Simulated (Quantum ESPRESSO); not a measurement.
Runs of Quantum ESPRESSO 7.5 on NaH. Symmetry: Fm-3m, No. 225, cubic system. Conventional cell: a = 4.880 Å, b = 4.880 Å, c = 4.880 Å, α = 90.00°, β = 90.00°, γ = 90.00°. Around Na (site symmetry m-3m) lie 6 H at 2.44 Å. H (site symmetry m-3m) is surrounded by 6 Na at 2.44 Å. 

```tsv
level	potentials or basis	k mesh	form of the LDA correlation	mesh quality	pressure (GPa)
BLYP	PseudoDojo 0.4.1 SR PBE standard	6 × 6 × 6, shifted	-	not flagged	-0.4
PBE	PseudoDojo 0.4.1 SR PBE standard	10 × 10 × 10, shifted	-	not flagged	-0.6
PBEsol	PseudoDojo 0.4.1 SR PBEsol standard	6 × 6 × 6, shifted	-	not flagged	-1.2
PBE	PseudoDojo 0.4.1 SR PBE standard	4 × 4 × 4, shifted	-	coarse	-0.6
PBE	PseudoDojo 0.4.1 SR PBE standard	6 × 6 × 6, shifted	-	not flagged	-0.6
LDA	PseudoDojo 0.4.1 SR LDA standard	6 × 6 × 6, shifted	PW92	not flagged	-2.6
AM05	PseudoDojo 0.4.1 SR PBE standard	6 × 6 × 6, shifted	-	not flagged	(a)
PBE	PseudoDojo 0.4.1 SR PBE standard	8 × 8 × 8, shifted	-	not flagged	-0.6
WC	PseudoDojo 0.4.1 SR PBE standard	6 × 6 × 6, shifted	-	not flagged	(b)
PBE	PseudoDojo 0.4.1 SR PBE standard	12 × 12 × 12, shifted	-	not flagged	-0.6
```

Alike in all rows: task dielectric tensor; no spin polarisation; cell as given; cutoff (eV) 1197; smearing fermi-dirac 0.05 eV.

Q: Fill in the values left out.

A: (a) -0.5; (b) -1.0.

Caveats: some runs use coarse meshes; the potentials were made for another functional, which shifts forces and pressure (some runs).
